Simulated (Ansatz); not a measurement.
**CuO: a fit and a missing row**

CuO, Cccm, a = 4.161 Å, b = 4.179 Å, c = 5.151 Å. This isn't the usual stable structure of the compound. Ansatz: PBE, PAW, 420 eV, Γ-centred 14×14×8 mesh on 4 atoms, Gaussian smearing 0.10 eV; no spin polarisation. Shape and atoms are relaxed at each volume; pressure is positive in compression.

```
V (Å³/atom) P (GPa)
     10.190    15.47
     10.526     9.55
     10.861     4.43
     11.197     0.00
     11.533    -3.80
     11.869    -7.04
     12.317        ?
```

Task: Take V0 = 11.197 Å³/atom, fit the third-order Birch–Murnaghan form to the other rows, and predict the missing pressure.

Result: With the Eulerian strain f = ½[(V0/V)^(2/3) − 1] and y = P/[3f(1 + 2f)^(5/2)], the form is the line y = B0 + 1.5 B0 (B0′ − 4) f. Rows (f, y): 0.03242, 135.9; 0.02103, 136.6; 0.01026, 136.8; -0.00976, 136.3; -0.01906, 135.7. Means f = 0.006978, y = 136.26; Σ(Δf)² = 0.001814, ΣΔfΔy = 0.01130; the slope is their ratio. y = 136.2 + 6.232 f GPa, so B0 = 136.2 GPa and B0′ = 4 + 2 × (6.232)/(3 × 136.2) = 4.03. At V = 12.317, f = -0.03079, y = 136.01 and P = -10.72 GPa. The run gave -10.64 GPa, so the fit is 0.08 GPa too low, a small miss on the scale of the series. The form still works here, 27 % of the fitted range beyond its end.

Spin polarisation was left out, and a magnetic state may lie lower.